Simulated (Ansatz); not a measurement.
# Ansatz run, AlAs

Input file of Ansatz 0.2.0:

```yaml
crystal:
  lattice:
    - [0.0, 2.788401, 2.788401]
    - [2.788401, 0.0, 2.788401]
    - [2.788401, 2.788401, 0.0]
  atoms:
    - { symbol: Al, position: [0.0, 0.0, 0.0] }
    - { symbol: As, position: [0.25, 0.25, 0.25] }
  symmetry: { tolerance: 0.0003 }
kpoints:
  mp_grid: { grid: [8, 8, 8], shift: [0, 0, 0] }
  band_path:
    path:
      - [0.0, 0.0, 0.0]
      - [-0.5, -0.5, 0.0]
      - [-0.375, -0.375, 0.25]
      - [-0.375, 0.0, 0.375]
      - [0.0, 0.0, 0.0]
      - [0.0, 0.0, 0.5]
      - [-0.5, -0.25, 0.25]
      - [-0.5, -0.5, 0.0]
    npoints: 8
magnetization:
  spin_polarized: false
scf:
  occupations: { method: cold, width: 0.1079 }
  lower_state_search: "off"
  max_iter: 200
hamiltonian:
  pseudopotentials: { kind: paw }
  xc: r2scan
basis:
  ecutwfc: 500
  fft_grid_basis: typed
output:
  forces: true
  stress: true
  eigenvalues: true
  bader: true
  populations: true
  elf: true
  write_potential: true
  volumetric_format: npy
  dos:
    e_range: [-12, 8]
    de: 0.05
    projected: { site_lists: { Al: [Al], As: [As] } }
checkpoint:
  read: saved_state
```

The saved state is an earlier solution for the same cell, perhaps on another mesh. 

Output (shortened):

```
SCF iter   1: F=—  Δρ=6.60e-4  dr2=3.16e-4  dr2_τ=2.54e-4
SCF iter   2: F=—  S|Δr|=    0.00e0  Δρ=2.18e-4  dr2=1.37e-5  dr2_τ=1.68e-6
SCF iter   3: F=—  S|Δr|=    0.00e0  Δρ=9.16e-5  dr2=1.76e-6  dr2_τ=1.92e-7
SCF iter   4: F=—  S|Δr|=    0.00e0  Δρ=2.45e-5  dr2=1.15e-7  dr2_τ=1.20e-8
SCF iter   5: F=-5406.2107 eV  S|Δr|=    0.00e0  Δρ=1.66e-6  dr2=9.35e-10  dr2_τ=4.38e-11
Free energy (F): -5406.2107 eV
Harris-Foulkes:  -5406.2107 eV  (|F-HF|=3.36e-9)
Internal energy: -5406.2107 eV  (E = F + TS)
E sigma→0 (E₀):  -5406.2107 eV
Fermi energy:    7.5992 eV
--- Per-component energies (eV) ---
  E_band       = -268.9544
  E_kinetic    = 128.5345
  E_local      = -2080.9792  (includes V_loc(G=0)·N_el)
  E_nonlocal   = -660.0444
  E_hartree    = 1119.3552
  E_xc         = -112.0322
  E_vxc        = -116.7656  (∫ρ·V_xc dr)
  E_paw        = -2321.2554  (= ΣΔE_a)
  E_vpaw       = 216.0257  (= ΣTr[D̂ρ^β])
  E_aug_tail   =  0.0000  (compensation charges beyond the density's cutoff)
  E_vtau       = 5.5644  (kinetic-family band-sum trace: ∫τ·v_τ [+ j·A + Jᵃ·Aᵃ] dr)
  E_ewald      = -1478.2714
  E_core_change = -1.5175  (= ΣΔE_core)
  E_smearing   = 0.0000  (= −TS)
--- Stress (GPa, compression-positive) ---
        4.5831       0.0000       0.0000
        0.0000       4.5831       0.0000
        0.0000       0.0000       4.5831
  P = ⅓ Tr σ = 4.5831 GPa (45.831 kbar)
--- Löwdin populations: 2 sites ---
  site symbol       q [e]
     0     Al      2.5283
     1     As     15.4153
  spilling = 0.0031 (of n_electrons = 18.0000)
--- Bader charges: 2 sites ---
  site symbol  charge [e]  shift [e]
     0     Al      2.1213     0.0008
     1     As     -2.1213     0.0008
```

Origin: a database entry at a rescaled volume.
